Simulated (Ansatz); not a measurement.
# AlP: the cost of one run

Method: DFT, plane waves, PAW, no spin polarisation, in Ansatz 0.2.0.

The COD entry's cell or inner coordinates are ideal or old and differ from later refinements, so a difference from it is no clean test against experiment.

**1. The structure to begin with**

The cell holds 16 atoms (Al8P8): a = 7.748 Å, b = 7.748 Å, c = 7.748 Å, α = 60.00°, β = 60.00°, γ = 60.00°.

Coordinates:

```xyz
16
Lattice="0.0000 5.4785 5.4785 5.4785 0.0000 5.4785 5.4785 5.4785 0.0000" Properties=species:S:1:pos:R:3 pbc="T T T"
Al    0.0000    0.0000    0.0000
P     1.3696    1.3696    1.3696
Al    2.7393    2.7393    0.0000
P     4.1089    4.1089    1.3696
Al    2.7393    0.0000    2.7393
P     4.1089    1.3696    4.1089
Al    5.4785    2.7393    2.7393
P     6.8482    4.1089    4.1089
Al    0.0000    2.7393    2.7393
P     1.3696    4.1089    4.1089
Al    2.7393    5.4785    2.7393
P     4.1089    6.8482    4.1089
Al    2.7393    2.7393    5.4785
P     4.1089    4.1089    6.8482
Al    5.4785    5.4785    5.4785
P     6.8482    6.8482    6.8482
```

**2. Run 1: r2SCAN**

input.yaml

```yaml
crystal:
  lattice:
    - [0.0, 5.4785215892, 5.4785215892]
    - [5.4785215892, 0.0, 5.4785215892]
    - [5.4785215892, 5.4785215892, 0.0]
  atoms:
    - { symbol: Al, position: [0.0, 0.0, 0.0] }
    - { symbol: P, position: [0.125, 0.125, 0.125] }
    - { symbol: Al, position: [0.0, 0.0, 0.5] }
    - { symbol: P, position: [0.125, 0.125, 0.625] }
    - { symbol: Al, position: [0.0, 0.5, 0.0] }
    - { symbol: P, position: [0.125, 0.625, 0.125] }
    - { symbol: Al, position: [0.0, 0.5, 0.5] }
    - { symbol: P, position: [0.125, 0.625, 0.625] }
    - { symbol: Al, position: [0.5, 0.0, 0.0] }
    - { symbol: P, position: [0.625, 0.125, 0.125] }
    - { symbol: Al, position: [0.5, 0.0, 0.5] }
    - { symbol: P, position: [0.625, 0.125, 0.625] }
    - { symbol: Al, position: [0.5, 0.5, 0.0] }
    - { symbol: P, position: [0.625, 0.625, 0.125] }
    - { symbol: Al, position: [0.5, 0.5, 0.5] }
    - { symbol: P, position: [0.625, 0.625, 0.625] }
kpoints:
  mp_grid: { grid: [2, 2, 2] }
hamiltonian:
  xc: r2scan
scf:
  occupations: { method: fermi_dirac, width: 0.146 }
md:
  ensemble: npt_langevin
  temperature: 1700
  timestep: 1.0
  n_steps: 30
  initial_velocities: maxwell_boltzmann
  seed: 8981
```

On the command line:

```console
> ansatz run input.yaml --threads 4 --pin off --max-ram 3686MiB --backend cpu --events-out ev --progress --plain --runs-dir out
```

What time and memory should one allow on 4 threads of Arm Neoverse V1, shared host?

About 3.7 min, with a peak of 1.8 GiB.
